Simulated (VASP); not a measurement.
Ir: single point with PBE

Ir:

```
CELL_PARAMETERS angstrom
2.74810 0.00000 0.00000
-1.37405 2.37992 0.00000
0.00000 0.00000 4.45217
ATOMIC_POSITIONS crystal
Ir 0.33333 0.66667 0.75000
Ir 0.66667 0.33333 0.25000
```

The cell was built by a generator and needn't be a form met in nature.

| Property | Result |
| --- | --- |
| Program | VASP 6.6.1 |
| Task | single point |
| Functional | PBE |
| Potentials or basis | VASP PAW PBE potentials, release 64 (Ir) |
| Cutoff | 520 eV |
| k mesh | 18 × 18 × 10 |
| Occupations | gaussian, width 0.05 eV |
| Spin | no spin polarisation |

```yaml
Pressure: 0.5 GPa
Band_gap_on_the_k_mesh: none (metal or under the smearing width)
```

Levels at points of the mesh, in eV from the Fermi level:
| k point | band 5 | band 6 | band 7 | band 8 | band 9 | band 10 | band 11 | band 12 | band 13 | band 14 |
| --- | --- | --- | --- | --- | --- | --- | --- | --- | --- | --- |
| (0.00, 0.00, 0.00) | -3.69 | -3.06 | -3.06 | -2.30 | -2.30 | -0.75 | 0.25 | 0.25 | 6.83 | 14.27 |
| (0.50, 0.00, 0.00) | -3.43 | -3.34 | -2.88 | 0.66 | 0.92 | 1.06 | 2.84 | 4.27 | 8.09 | 10.09 |
| (0.00, 0.00, 0.50) | -3.81 | -3.81 | -3.81 | -3.81 | -0.47 | -0.47 | -0.47 | -0.47 | 13.58 | 13.58 |
| (0.50, 0.00, 0.50) | -2.06 | -2.06 | -0.93 | -0.93 | 0.90 | 0.90 | 1.97 | 1.97 | 7.42 | 7.42 |

It took 51 s on 1 thread of Intel(R) Xeon(R) Platinum 8488C (Sapphire Rapids), with other jobs on the host, peak memory 0.2 GiB.

Spin-orbit coupling is left out, which matters for the levels of Ir.
